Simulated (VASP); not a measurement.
Here is a VASP 6.6.1 calculation.

Contents of INCAR:

```
PREC = Accurate
ENCUT = 520
EDIFF = 1E-7
ISMEAR = 1
SIGMA = 0.1
LREAL = F
LASPH = T
NELM = 100
ALGO = Normal
ISIF = 2
LWAVE = F
LCHARG = T
LDIPOL = T
IDIPOL = 3
DIPOL = 0.5 0.5 0.381
GGA = PS
IVDW = 13
LELF = T
LVHAR = T
LVACPOTAV = T
NBANDS = 24
```

KPOINTS

```
Automatic mesh
0
Gamma
  12 12 1
```

File POSCAR:

```
Sc
1.0
    3.1251716797      0.0000000000      0.0000000000
   -1.5625858399      2.7064780658      0.0000000000
    0.0000000000      0.0000000000     25.0826816454
Sc
3
Direct
    0.3333333333      0.6666666667      0.2790770181
    0.6666666667      0.3333333333      0.3805124841
    0.3333333333      0.6666666667      0.4836457994
```

Potentials or basis: VASP PAW PBE potentials, release 64 (Sc_sv).

Launch:

```sh
$ cat potpaw_PBE.64/Sc_sv/POTCAR > POTCAR
$ mpirun -np 1 vasp_std > vasp.out
```

(1) What does it give for the largest force?

(2) Predict the work function of the upper face.

## Answers

(1) 0.082 eV/Å.

(2) 3.68 eV.

Caveat: the PAW data sets were made with another functional, which shifts forces and pressure a little.
